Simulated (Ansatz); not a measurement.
# TaSi2 (P6_222) in Ansatz: band structure with PBE

Aim: the band structure of TaSi2 with PBE.

All numbers are computed with Ansatz 0.2.0; they aren't measurements. Logs are shortened: lines on timing, memory, paths and dates and some standing lists are left out, and cuts for length are marked.

## (1) Starting point

Symmetry: P6_222, No. 180, hexagonal system. The conventional cell has a = 4.780 Å, b = 4.780 Å, c = 6.564 Å, α = 90.00°, β = 90.00°, γ = 120.00°. Ta (site symmetry 222) has 10 Si at 2.59 to 2.76 Å as nearest neighbours. Si (site symmetry 2) is surrounded by 5 Si at 2.59 to 2.76 Å and 5 Ta at 2.59 to 2.76 Å.

## (2) Band structure, PBE

Input file input.yaml:

```yaml
crystal:
  lattice:
    - [4.78, 0.0, 0.0]
    - [-2.39, 4.1396014301, 0.0]
    - [0.0, 0.0, 6.564]
  atoms:
    - { symbol: Ta, position: [0.0, 0.5, 0.1666666667] }
    - { symbol: Ta, position: [0.5, 0.5, 0.8333333333] }
    - { symbol: Ta, position: [0.5, 0.0, 0.5] }
    - { symbol: Si, position: [0.3333, 0.16665, 0.1666666667] }
    - { symbol: Si, position: [0.16665, 0.83335, 0.8333333333] }
    - { symbol: Si, position: [0.83335, 0.6667, 0.5] }
    - { symbol: Si, position: [0.6667, 0.83335, 0.1666666667] }
    - { symbol: Si, position: [0.83335, 0.16665, 0.8333333333] }
    - { symbol: Si, position: [0.16665, 0.3333, 0.5] }
hamiltonian:
  xc: pbe
  pseudopotentials: { kind: paw }
kpoints:
  mp_grid: { grid: [7, 7, 4] }
  band_path:
    path:
      - [[0.0, 0.0, 0.0], [0.5, 0.0, 0.0], [0.3333333333, 0.3333333333, 0.0], [0.0, 0.0, 0.0], [0.0, 0.0, 0.5], [0.5, 0.0, 0.5], [0.3333333333, 0.3333333333, 0.5], [0.0, 0.0, 0.5]]
      - [[0.5, 0.0, 0.5], [0.5, 0.0, 0.0]]
      - [[0.3333333333, 0.3333333333, 0.0], [0.3333333333, 0.3333333333, 0.5]]
    npoints: 10
scf:
  occupations: { method: fermi_dirac, width: 0.05 }
  n_extra_bands: 22
output:
  forces: true
  stress: true
  eigenvalues: true
  fatbands: false
  write_density: true
  write_potential: true
  elf: true
  volumetric_format: npy
```

Potentials or basis: Ansatz PAW.

Started as:

```bash
> ansatz run input.yaml --threads 4 --pin off --max-ram 11264MiB --backend cpu --events-out ev --progress --plain --runs-dir out
```

What it wrote:

```text
Warning: RAYON_NUM_THREADS=4 ignored (pool sized by the plan → 4); use --threads N
scf.n_extra_bands = 22 over 32 filled bands (N_el = 63.0): the run solves 54 bands
Engine: ansatz 0.2.0, aarch64-unknown-linux-gnu
Pseudopotentials: kind: paw
Pseudopotential: Ta, paw, valence charge 13, recommended cutoff 420 eV (normal), Ta.paw.azcp
Pseudopotential: Si, paw, valence charge 4, recommended cutoff 420 eV (normal), Si.paw.azcp
Functional definition: PBE
  parameter kappa = 0.804
  parameter beta = 0.06672455060314922
  exchange = pbe_x(kappa = kappa, mu = beta*pi^2/3)
  correlation = pbe_c(beta = beta)
Crystal: 9 atoms, lattice volume = 129.884 Å³
Basis set: ecut = 420 eV, 2523 PW (Γ), exchange–correlation on 64×64×90 points (8 copies of the dense FFT grid, shifted against one another)
Bands: 54, of which v1, the nominal top of the filled ones, is band 32 counted from 1 (31 counted from 0)
Symmetry: 12 space group operations
Space group: P6222 (ITA 180), of the structure as read, at distance tolerance 5.1e-5 Å
k-points: 24 of 196 (time reversal used)
Non-local potential: Ta, projectors of the file, l = 0: 3, l = 1: 2, l = 2: 2, l = 3: 1
Non-local potential: Si, projectors of the file, l = 0: 2, l = 1: 2, l = 2: 2
PAW form: soft (Blöchl's): semilocal exchange-correlation on the pseudo side does not see the compensation charge
PAW one-centre angular grid: Ta, 590 points (default); XC on 64 Gauss nodes
PAW one-centre angular grid: Si, 110 points (default); XC on 64 Gauss nodes
Initial density: superposition of atomic densities (neutral atoms: chi_scale 0, normalization atom), corrected by the library's trained network
Initial wavefunctions: pseudopotential atomic-orbital guess
Functional: x = pbe(κ = 0.804, μ = 0.2195149727645171), c = pbe(β = 0.06672455060314922)
SCF iter   1: F=—  HF=-33615.773402 eV  |F-HF|=—  |Δ(HF+E_count)|=         —  Δρ=3.91e-3  dr2=1.32e-2  ethr=1.77e-3  ⟨swp⟩=5.2  Hψ=5535  notcnv=0  defer=150
preconditioner: auto → Kerker (q_TF=auto, 2.418 Å⁻¹)  [metal: Δε(μ)=0.036 eV  Ē_g=9.593 eV  σ=0.050 eV  W_gap=0.18  n_scr=22 (ndim 8)  ℏωp=20.3 eV  f_vac=0.000  D(μ)=4.17/eV (n_scr^D=22)]
SCF iter   2: F=—  HF=-33615.774038 eV  |F-HF|=—  |Δ(HF+E_count)|=   6.36e-4  Δρ=2.28e-3  dr2=4.77e-3  ethr=2.10e-5  ⟨swp⟩=1.2  Hψ=1517  notcnv=0  defer=261
SCF iter   3: F=—  HF=-33615.774249 eV  |F-HF|=—  |Δ(HF+E_count)|=   2.11e-4  Δρ=1.93e-4  dr2=3.98e-5  ethr=7.58e-6  ⟨swp⟩=2.3  Hψ=1424  notcnv=0  defer=261
SCF iter   4: F=—  HF=-33615.774167 eV  |F-HF|=—  |Δ(HF+E_count)|=   8.12e-5  Δρ=4.19e-5  dr2=1.95e-6  ethr=6.32e-8  ⟨swp⟩=2.5  Hψ=1670  notcnv=0  defer=261
iter 5 did not close the SCF: its close was put off for the readings that it lacked (scf_convergence_deferred on its scf_iter line)
SCF iter   5: F=-33615.774167 eV  HF=-33615.774167 eV  |F-HF|=7.60e-9  |Δ(HF+E_count)|=   2.47e-8  Δρ=7.63e-6  dr2=6.34e-8  ethr=3.09e-9  ⟨swp⟩=2.5  Hψ=1407  notcnv=0  defer=261
SCF iter   6: F=-33615.774167 eV  HF=-33615.774167 eV  |F-HF|=1.60e-10  |Δ(HF+E_count)|=  5.68e-10  Δρ=1.13e-6  dr2=1.32e-9  ethr=1.01e-10  ⟨swp⟩=12.1  Hψ=8606  notcnv=0
SCF 1 converged in 6 iterations: F = -33615.774167 eV  dr2 = 1.32e-9
NSCF: frozen V_eff on 93 k-points
SCF converged after 6 iterations
Free energy (F): -33615.774167 eV
Harris-Foulkes:  -33615.774167 eV  (|F-HF|=1.60e-10)
Internal energy: -33615.740511 eV  (E = F + TS)
E sigma→0 (E₀):  -33615.757339 eV
Entropy (-TS):   -0.033656 eV (-3.740 meV/atom)
Fermi energy:    15.247614 eV
--- Per-component energies (eV) ---
  E_band       = -252.620256
  E_kinetic    = 1363.292494
  E_local      = -2345.656200  (includes V_loc(G=0)·N_el)
  E_nonlocal   = 196.982178
  E_hartree    = 899.397939
  E_xc         = -998.831664
  E_vxc        = -909.340096  (∫ρ·V_xc dr)
  E_paw        = -28267.874158  (= ΣΔE_a)
  E_vpaw       = -356.695476  (= ΣTr[D̂ρ^β])
  E_aug_tail   = 0.000491  (compensation charges beyond the density's cutoff)
  E_ewald      = -4463.051592
  E_smearing   = -0.033656  (= −TS)
  E_closure    = 0.000000  (closes the sum)
  Σ components = -33615.774167   (vs F -33615.774167, Δ=0.00e0)
--- Forces (eV/Å), atoms counted from 1 ---
  atom   1  Ta     0.00000000    -0.00000000     0.00000000
  atom   2  Ta    -0.00000000     0.00000000    -0.00000000
  atom   3  Ta     0.00000000     0.00000000     0.00000000
  atom   4  Si    -0.68039194    -0.39282447     0.00000000
  atom   5  Si    -0.68039194     0.39282447    -0.00000000
  atom   6  Si     0.00000000     0.78564894     0.00000000
  atom   7  Si     0.68039194     0.39282447    -0.00000000
  atom   8  Si     0.68039194    -0.39282447    -0.00000000
  atom   9  Si    -0.00000000    -0.78564894    -0.00000000
  max |Σ_I F_I| component: 2.59e-16 eV/Å
--- Stress (GPa, compression-positive) ---
        2.548642      -0.000000       0.000000
       -0.000000       2.548642       0.000000
        0.000000       0.000000       5.413688
  P = ⅓ Tr σ = 3.5037 GPa (35.037 kbar)
--- Band table (eV; the first three rows and the last of 24) ---
  k-point 0: bands = ["-52.3805", "-52.3649", "-52.3649", "-19.0962", "-19.0961", "-19.0961", "-18.9944", "-18.9944", "-18.9304", "-18.9105", "-18.9105", "-18.8860", "1.9100", "5.1929", "5.1929", "8.8605", "9.3492", "9.3492", "9.3609", "9.3609", "10.4142", "11.3285", "11.3285", "11.5706", "12.7172", "12.7172", "12.7319", "12.7319", "12.9681", "12.9681", "12.9955", "13.4454", "15.8044", "18.3744", "18.3744", "18.6785", "18.7574", "18.8633", "19.2409", "19.2409", "19.3690", "19.3690", "19.7898", "19.7898", "19.9193", "20.4330", "20.4330", "20.6325", "21.2072", "21.2072", "21.5101", "22.8891", "23.3781", "23.3781"]
  k-point 1: bands = ["-52.3791", "-52.3700", "-52.3611", "-19.1320", "-19.0846", "-19.0443", "-19.0172", "-18.9915", "-18.9465", "-18.9141", "-18.8936", "-18.8909", "2.1581", "3.9446", "6.3775", "8.9926", "9.0614", "9.2583", "9.5969", "9.8270", "10.3647", "10.4207", "10.8421", "10.9649", "12.6128", "12.7237", "12.8880", "12.9513", "13.2518", "13.3545", "13.3910", "14.1420", "16.5480", "17.6814", "18.0993", "18.5688", "18.6526", "18.7641", "18.7783", "19.0486", "19.3787", "19.4621", "19.6787", "19.8312", "20.1992", "20.3061", "20.3882", "20.5106", "20.7743", "21.7416", "22.3968", "22.7003", "23.0547", "23.5645"]
  k-point 2: bands = ["-52.3752", "-52.3752", "-52.3597", "-19.1447", "-19.0541", "-19.0541", "-18.9926", "-18.9892", "-18.9892", "-18.9030", "-18.9030", "-18.8851", "2.8703", "2.8703", "7.0909", "8.7893", "8.8565", "9.5000", "9.5000", "10.1891", "10.1891", "10.1943", "10.1943", "11.1592", "12.6565", "12.6565", "12.7447", "12.8825", "13.2099", "13.2099", "13.5586", "16.2885", "16.2885", "18.0446", "18.0446", "18.4298", "18.4333", "18.5359", "18.5359", "19.0553", "19.1136", "19.3170", "19.6544", "19.6544", "19.7662", "20.2133", "20.2133", "20.6652", "20.6652", "21.8044", "21.8044", "21.8684", "23.6499", "23.6499"]
  k-point 23: bands = ["-52.3751", "-52.3689", "-52.3660", "-19.1399", "-19.1071", "-19.1049", "-18.9916", "-18.9731", "-18.9152", "-18.9058", "-18.9047", "-18.8982", "4.7797", "4.8092", "5.4331", "6.0765", "6.3666", "7.2921", "9.8364", "10.2769", "10.6245", "11.2769", "12.3474", "12.3520", "12.4387", "12.5935", "12.6303", "12.8113", "14.1173", "14.7678", "14.7857", "15.2939", "16.3819", "16.8227", "17.1242", "17.4218", "17.4326", "18.1147", "18.5376", "18.7225", "18.9836", "19.0852", "19.4245", "19.8215", "20.4734", "20.6839", "21.1327", "21.4154", "21.6742", "21.8212", "21.9704", "22.5441", "23.2325", "23.2587"]
```

Run time: 14 s. Hardware: 4 threads of Arm Neoverse V2, shared host; peak memory 0.7 GiB.

What came out:

| Quantity | Value |
| --- | --- |
| Free energy | -33615.7742 eV |
| Pressure | 3.5 GPa |
| Largest force | 0.786 eV/Å |
| Band gap on the k mesh | none (metal or under the smearing width) |

Forces in eV/Å, atoms in the order of the input:
```
Ta   0.000  0.000  0.000
Ta   0.000  0.000  0.000
Ta   0.000  0.000  0.000
Si  -0.680 -0.393  0.000
Si  -0.680  0.393  0.000
Si   0.000  0.786  0.000
Si   0.680  0.393  0.000
Si   0.680 -0.393  0.000
Si   0.000 -0.786  0.000
```

Levels at the corners of the path, in eV from the Fermi level:
```tsv
point	band 28	band 29	band 30	band 31	band 32	band 33	band 34	band 35
Γ	-2.52	-2.28	-2.28	-2.25	-1.80	0.56	3.13	3.13
M	-2.02	-1.13	-0.78	-0.03	0.15	0.78	1.19	1.65
K	-1.76	-1.76	-1.67	0.42	0.42	0.55	2.20	2.20
Γ	-2.52	-2.28	-2.28	-2.25	-1.80	0.56	3.13	3.13
A	-2.37	-2.04	-2.04	-1.69	1.04	1.04	2.80	2.80
L	-2.06	-1.98	-1.71	-0.76	-0.14	1.51	1.91	2.43
H	-2.38	-0.75	-0.75	-0.09	-0.09	1.01	1.52	1.52
A	-2.37	-2.04	-2.04	-1.69	1.04	1.04	2.80	2.80
L	-2.06	-1.98	-1.71	-0.76	-0.14	1.51	1.91	2.43
M	-2.02	-1.13	-0.78	-0.03	0.15	0.78	1.19	1.65
K	-1.76	-1.76	-1.67	0.42	0.42	0.55	2.20	2.20
H	-2.38	-0.75	-0.75	-0.09	-0.09	1.01	1.52	1.52
```

Caveat: spin-orbit coupling is left out, which moves the levels of the heavy elements; the cell's inner coordinates are idealised or old, which leaves forces on the atoms.
